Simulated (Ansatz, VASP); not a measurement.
## Two plane-wave programs on GaSe

```
Ga Se
1.0
     3.76950    0.00000    0.00000
    -1.88475    3.26448    0.00000
     0.00000    0.00000   15.96518
Ga Se
4 4
Cartesian
  0.0000 2.1763 2.7697
  1.8847 1.0882 10.7523
  0.0000 2.1763 5.2129
  1.8847 1.0882 13.1955
  0.0000 2.1763 9.5743
  1.8847 1.0882 1.5917
  0.0000 2.1763 14.3735
  1.8847 1.0882 6.3909
```

Alike in both runs: task single point; functional PBE; dispersion D3(BJ); k mesh 9 × 9 × 2; occupations gaussian, width 0.02 eV; no spin polarisation.

|  | VASP | Ansatz |
| --- | --- | --- |
| version | VASP 6.6.1 | Ansatz 0.2.0 |
| potentials or method | VASP PAW PBE potentials, release 64 (Ga_d, Se) | scalar-relativistic, plane waves, PAW |
| plane-wave cutoff (eV) | 520 | 420 |
| valence electrons in the cell | 76 | 116 |

Ansatz gave:

- gap on the k mesh at the Fermi level (eV): 0.87
- least direct gap on the mesh (eV): 0.87
- pressure (GPa): 0.0
- rms of the force components (eV/Å): 0.001

Problem. What did VASP give for the same quantities?

Solution. gap on the k mesh at the Fermi level (eV): 0.85; least direct gap on the mesh (eV): 0.85; pressure (GPa): 0.2; rms of the force components (eV/Å): 0.014.

Atom by atom the forces differ by 0.014 eV/Å (rms over components). The two sets of potentials don't hold the same shells in valence.

Caveats: an odd mesh through Γ misses points on the zone boundary, where band edges often lie.
